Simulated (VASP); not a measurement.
Cr:

```xyz
3
Lattice="3.4413 0.0000 0.0000 -1.7206 2.9802 0.0000 0.0000 0.0000 3.9042" Properties=species:S:1:pos:R:3 pbc="T T T"
Cr    0.7757    0.0000    1.3014
Cr   -0.3878    0.6717    2.6028
Cr    1.3328    2.3085    0.0000
```

The cell was built by a generator and needn't be a form met in nature.

| Item | Value |
| --- | --- |
| Program | VASP 6.6.1 |
| Task | relaxation of cell and atoms |
| Functional | PBEsol |
| Potentials or basis | VASP PAW PBE potentials, release 64 (Cr_pv) |
| Cutoff | 600 eV |
| k mesh | 6 × 6 × 4 |
| Occupations | gaussian, width 0.1 eV |
| Spin | no spin polarisation |

At the start: pressure 20.8 GPa; volume 13.35 Å³/atom.

Where does the relaxation end?

Over 26 steps the energy falls by 1832.4 meV/atom and the volume is 11.11 Å³/atom (-16.8 %); space group R-3m (No. 166, to 0.05 Å).

The path:
| step | energy change (eV) | largest force (eV/Å) | pressure (GPa) | volume (Å³) |
| --- | --- | --- | --- | --- |
| 1 | 0.0000 | 5.7495 | 20.75 | 40.04 |
| 2 | -0.3606 | 0.2184 | -33.36 | 50.85 |
| 3 | -1.1916 | 1.3643 | -18.54 | 44.77 |
| 4 | -2.2642 | 0.8969 | -5.07 | 38.14 |
| 5 | -2.3881 | 0.6301 | 6.03 | 35.90 |
| 6 | -2.3892 | 0.5689 | 8.13 | 35.56 |
| 7 | -2.7365 | 0.4250 | 1.92 | 36.08 |
| 8 | -2.8788 | 2.0366 | 0.20 | 36.58 |
| 9 | -3.0489 | 2.2556 | -1.40 | 36.80 |
| 10 | -3.3553 | 2.5636 | -3.34 | 37.06 |
| 11 | -3.5595 | 2.5505 | 1.42 | 36.70 |
| 12 | -3.5880 | 2.6296 | -2.10 | 36.99 |
| 13 | -3.9280 | 2.4846 | -4.39 | 36.76 |
| 14 | -4.7483 | 1.9940 | -9.44 | 35.99 |
| 15 | -4.9176 | 0.3340 | -0.07 | 34.00 |
| 16 | -5.2174 | 1.0899 | -10.56 | 35.13 |
| 17 | -5.2416 | 0.6616 | -8.90 | 34.81 |
| 18 | -5.4020 | 0.1334 | 8.06 | 32.54 |
| 19 | -5.4048 | 0.0176 | 5.71 | 32.79 |
| 20 | -5.4857 | 0.1908 | -1.61 | 33.51 |
| 21 | -5.4877 | 0.2249 | -2.78 | 33.66 |
| 22 | -5.4949 | 0.1355 | 1.56 | 33.15 |
| 23 | -5.4952 | 0.1511 | 0.81 | 33.24 |
| 24 | -5.4970 | 0.0522 | 0.05 | 33.33 |
| 25 | -5.4972 | 0.0197 | -0.23 | 33.36 |
| 26 | -5.4973 | 0.0014 | 0.10 | 33.32 |

Final structure:
```
CELL_PARAMETERS angstrom
3.92875 0.00000 0.00000
-1.96437 3.40239 0.00000
0.00000 0.00000 2.49256
ATOMIC_POSITIONS crystal
Cr 0.33331 0.00000 0.33333
Cr 0.00000 0.33331 0.66667
Cr 0.66669 0.66669 0.00000
```

Caveat: the k mesh is coarse (spacing up to 0.40 Å⁻¹), so the values aren't converged; the volume moved by over 15 % at a fixed basis, so the end points are rough; the PAW data sets were made with another functional, which shifts forces and pressure a little; the run has no spin polarisation, though such a crystal can be magnetic.
